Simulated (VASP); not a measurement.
Wanted: the native input for a VASP 6.6.1 run.

```yaml
Task: relaxation of cell and atoms
Functional: PBEsol
Potentials_or_basis: VASP PAW PBE potentials, release 64 (Ca_sv, F)
Cutoff: 600 eV
k_mesh: 8 × 8 × 8
Occupations: gaussian, width 0.03 eV
Spin: no spin polarisation
Further_INCAR_settings: ALGO = Normal; EDIFF = 1e-07; IBRION = 2; EDIFFG = -0.005; NSW = 90; ISIF = 3
```

The structure of CaF2 (Fluorite) lies in POSCAR:

```
CaF2                                    
1.0
    0.0000000000      2.7123156406      2.7123156406
    2.7123156406      0.0000000000      2.7123156406
    2.7123156406      2.7123156406      0.0000000000
  Ca              F             
     1     2
Direct
     0.0000000000000000    1.0000000000000000    1.0000000000000000
     0.2500000000000000    0.2500000000000000    0.2500000000000000
     0.7500000000000000    0.7500000000000000    0.7500000000000000
```

These files were run (other wordings do the same):

INCAR

```
ALGO     = Normal         # electronic algorithm
EDIFF    = 1E-7           # SCF threshold, eV
EDIFFG   = -0.005         # ionic threshold
ENCUT    = 600            # plane-wave cutoff, eV
GGA      = PS             # functional
IBRION   = 2              # ionic algorithm
ISIF     = 3              # what is computed and relaxed
ISMEAR   = 0              # smearing method
KPAR     = 2            
LASPH    = T              # aspherical terms in the spheres
LCHARG   = F              # write CHGCAR
LREAL    = F              # projectors in reciprocal space
LWAVE    = F              # write WAVECAR
NELM     = 80             # most SCF steps
NSW      = 90             # ionic steps
PREC     = Accurate       # precision mode
SIGMA    = 0.03           # smearing width, eV
```

KPOINTS

```
k-points
0
Gamma
  8 8 8
```

Potentials or basis: VASP PAW PBE potentials, release 64 (Ca_sv, F).

Run with:

```bash
$ cat potpaw_PBE.64/Ca_sv/POTCAR potpaw_PBE.64/F/POTCAR > POTCAR
$ mpirun -np 2 vasp_std > vasp.out
```

It gave:

```
Pressure after relaxing : 0.0 GPa
Band gap on the k mesh  : 7.21 eV, indirect (least direct gap 7.47 eV)
```

Caveat: the relaxation stopped at its first step, so nothing moved; the PAW data sets were made with another functional, which shifts forces and pressure a little.

Wall time 8.7 s on 2 MPI ranks on Intel(R) Xeon(R) Platinum 8559C (Emerald Rapids), on a shared host, peak memory 0.17 GiB a rank.
